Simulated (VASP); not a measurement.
A run of VASP 6.6.1 is set up as follows.

INCAR

```
PREC     = Accurate       # precision mode
ENCUT    = 600            # plane-wave cutoff, eV
EDIFF    = 1E-7           # SCF threshold, eV
ISMEAR   = 0              # smearing method
SIGMA    = 0.01           # smearing width, eV
LREAL    = False          # projectors in reciprocal space
LASPH    = True           # aspherical terms in the spheres
NELM     = 80             # most SCF steps
ALGO     = Fast           # electronic algorithm
ISIF     = 3              # what is computed and relaxed
LWAVE    = False          # write WAVECAR
LCHARG   = False          # write CHGCAR
GGA      = PE             # functional
IBRION   = 2              # ionic algorithm
NSW      = 80             # ionic steps
EDIFFG   = -0.001         # ionic threshold
```

KPOINTS

```
regular mesh
0
Gamma
  8 8 8
```

POSCAR

```
GaP
1.0
    0.0000000000      2.7525368041      2.7525368041
    2.7525368041      0.0000000000      2.7525368041
    2.7525368041      2.7525368041      0.0000000000
Ga P
1 1
Direct
    0.0000000000      0.0000000000      0.0000000000
    0.2500000000      0.2500000000      0.2500000000
```

Potentials or basis: VASP PAW PBE potentials, release 64 (Ga_d, P).

Run with:

```bash
$ cat potpaw_PBE.64/Ga_d/POTCAR potpaw_PBE.64/P/POTCAR > POTCAR
$ mpirun -np 1 vasp_std > vasp.out
```

Task: Estimate the relaxed volume.

Result: 20.86 Å³/atom.

Task: What does it give for the relaxed cell?

Result: a = 3.893 Å, b = 3.893 Å, c = 3.893 Å, α = 60.00°, β = 60.00°, γ = 60.00°.

Task: Estimate the band gap on the k mesh.

Result: 1.58 eV, direct.

Final structure:
```xyz
2
Lattice="0.0000 2.7529 2.7529 2.7529 0.0000 2.7529 2.7529 2.7529 0.0000" Properties=species:S:1:pos:R:3 pbc="T T T"
Ga    0.0000    0.0000    0.0000
P     1.3764    1.3764    1.3764
```

A k mesh can miss the band edges.
